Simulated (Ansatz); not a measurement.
# NaCl: computed properties

These are results of DFT PBE, scalar-relativistic, plane waves, PAW in Ansatz 0.2.0, not measurements.

Settings: cutoff 420 eV, Γ-centred mesh 6×6×6 on the computed 2-atom cell, Gaussian smearing of 0.02 eV; no spin polarisation.

The structure is relaxed at this level of theory with its symmetry kept. This CsCl-type form isn't the usual stable structure of the compound.

```cif
data_structure
_symmetry_space_group_name_H-M 'Pm-3m'
_symmetry_Int_Tables_number 221
_cell_length_a 3.5050
_cell_length_b 3.5050
_cell_length_c 3.5050
_cell_angle_alpha 90.000
_cell_angle_beta 90.000
_cell_angle_gamma 90.000
_cell_volume 43.06
loop_
_atom_site_label
_atom_site_type_symbol
_atom_site_symmetry_multiplicity
_atom_site_Wyckoff_symbol
_atom_site_fract_x
_atom_site_fract_y
_atom_site_fract_z
_atom_site_occupancy
Na1 Na 1 a 0.00000 0.00000 0.00000 1
Cl1 Cl 1 b 0.50000 0.50000 0.50000 1
```

| Quantity | Value |
| --- | --- |
| Space group | Pm-3m (No. 221) |
| Volume per atom | 21.53 Å³ |
| Formation energy from the elements' standard states (uncorrected) | -1.692 eV/atom |
| Kohn–Sham band gap | 3.97 eV, indirect from M to Γ |
| Löwdin character of the top 1 eV of the valence band | Cl 3p 99 % |
| Löwdin character of the lowest 1 eV of the conduction band | Na 3s 70 %, Cl 3s 19 %, Cl 3p 8 % |
| Electron masses at the edge by Cartesian direction of the standard setting (m_e; degenerate bands sorted by energy; no spin-orbit coupling) | x: 0.37; y: 0.37; z: 0.37 |
| Hole masses at the edge by Cartesian direction of the standard setting (m_e; degenerate bands sorted by energy; no spin-orbit coupling) | x: 0.54; y: 4.6; z: 4.6 |
| Bulk modulus | 25.7 GPa |
| Its pressure derivative | 4.6 |
| Electronic dielectric constant xx, yy, zz of the standard setting (independent particles) | 3.0, 3.0, 3.0 |
| Bader charges (e) | Na (1 in the cell) 0.88, Cl (1 in the cell) -0.88 |